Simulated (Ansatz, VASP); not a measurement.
# One calculation of SnSe, two programs

The input INCAR:

```
SYSTEM = SnSe
  PREC = Accurate
  ENCUT = 520
  EDIFF = 1E-6
  ISMEAR = 0
  SIGMA = 0.011
  LREAL = .FALSE.
  LASPH = .TRUE.
  NELM = 80
  ALGO = Normal
  ISIF = 2
  LWAVE = .FALSE.
  LCHARG = .FALSE.
  GGA = PE
  NBANDS = 50
```

File KPOINTS:

```
Automatic mesh
0
G
  3 6 6
  0 0 0
```

The input POSCAR:

```
SnSe
1.0
   11.4200000000      0.0000000000      0.0000000000
    0.0000000000      4.1900000000      0.0000000000
    0.0000000000      0.0000000000      4.4600000000
Sn Se
4 4
Direct
    0.8770000000      0.7500000000      0.9090000000
    0.6230000000      0.2500000000      0.4090000000
    0.3770000000      0.7500000000      0.5910000000
    0.1230000000      0.2500000000      0.0910000000
    0.6430000000      0.7500000000      0.9840000000
    0.8570000000      0.2500000000      0.4840000000
    0.1430000000      0.7500000000      0.5160000000
    0.3570000000      0.2500000000      0.0160000000
```

File input.yaml:

```yaml
crystal:
  lattice:
    - [11.42, 0.0, 0.0]
    - [0.0, 4.19, 0.0]
    - [0.0, 0.0, 4.46]
  atoms:
    - { symbol: Sn, position: [0.877, 0.75, 0.909] }
    - { symbol: Sn, position: [0.623, 0.25, 0.409] }
    - { symbol: Sn, position: [0.377, 0.75, 0.591] }
    - { symbol: Sn, position: [0.123, 0.25, 0.091] }
    - { symbol: Se, position: [0.643, 0.75, 0.984] }
    - { symbol: Se, position: [0.857, 0.25, 0.484] }
    - { symbol: Se, position: [0.143, 0.75, 0.516] }
    - { symbol: Se, position: [0.357, 0.25, 0.016] }
hamiltonian:
  xc: pbe
  pseudopotentials: { kind: paw }
kpoints:
  mp_grid: { grid: [3, 6, 6] }
scf:
  occupations: { method: gaussian, width: 0.011 }
output:
  forces: true
  stress: true
  eigenvalues: true
```

Alike in both runs: task single point; functional PBE; k mesh 3 × 6 × 6; occupations gaussian, width 0.011 eV; no spin polarisation.

|  | VASP | Ansatz |
| --- | --- | --- |
| version | VASP 6.6.1 | Ansatz 0.2.0 |
| potentials or method | VASP PAW PBE potentials, release 64 (Sn_d, Se) | Ansatz PAW |
| plane-wave cutoff (eV) | 520 | 420 |
| valence electrons in the cell | 80 | 120 |

|  | VASP | Ansatz | Ansatz less VASP |
| --- | --- | --- | --- |
| gap on the k mesh at the Fermi level (eV) | 0.54 | 0.54 | +0.005 |
| least direct gap on the mesh (eV) | 0.70 | 0.71 | +0.009 |
| pressure (GPa) | 2.4 | 2.4 | -0.03 |
| largest component of the traceless stress (GPa) | 1.85 | 1.82 | -0.024 |
| rms of the force components (eV/Å) | 0.173 | 0.165 | -0.0074 |

Atom by atom the forces differ by 0.009 eV/Å (rms over components). The two sets of potentials don't hold the same shells in valence.

Caveats: spin-orbit coupling is left out, which moves the levels of the heavy elements; an odd mesh through Γ misses points on the zone boundary, where band edges often lie (VASP); odd divisions of the mesh miss points on the zone boundary, where band edges often lie, so the gap on the mesh can be too wide (Ansatz).
